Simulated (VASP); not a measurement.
Here is a VASP 6.6.1 calculation.

INCAR

```
SYSTEM = KI
  ALGO = Fast
  EDIFF = 1E-6
  EDIFFG = -0.01
  ENCUT = 600
  GGA = RP
  IBRION = 2
  ISIF = 3
  ISMEAR = -1
  LASPH = .True.
  LCHARG = .False.
  LREAL = .False.
  LWAVE = .False.
  NELM = 60
  NSW = 40
  PREC = Accurate
  SIGMA = 0.05
```

KPOINTS

```
k-points
0
Gamma
  7 7 7
  0 0 0
```

Contents of POSCAR:

```
KI
1.0
    0.0000000000      3.5327750000      3.5327750000
    3.5327750000      0.0000000000      3.5327750000
    3.5327750000      3.5327750000      0.0000000000
I K
1 1
Direct
    0.5000000000      0.5000000000      0.5000000000
    0.0000000000      0.0000000000      0.0000000000
```

Potentials or basis: VASP PAW PBE potentials, release 64 (I, K_sv).

Run with:

```bash
$ cat potpaw_PBE.64/I/POTCAR potpaw_PBE.64/K_sv/POTCAR > POTCAR
$ mpirun -np 1 vasp_std > vasp.out
```

(1) What does it give for the band gap on the k mesh?

(2) Predict the space group after relaxing (to 0.05 Å).

Answers

(1) 3.94 eV, direct.

(2) Fm-3m (No. 225).

Caveat: spin-orbit coupling is left out, which moves the levels of the heavy elements; an odd mesh through Γ misses points on the zone boundary, where band edges often lie.
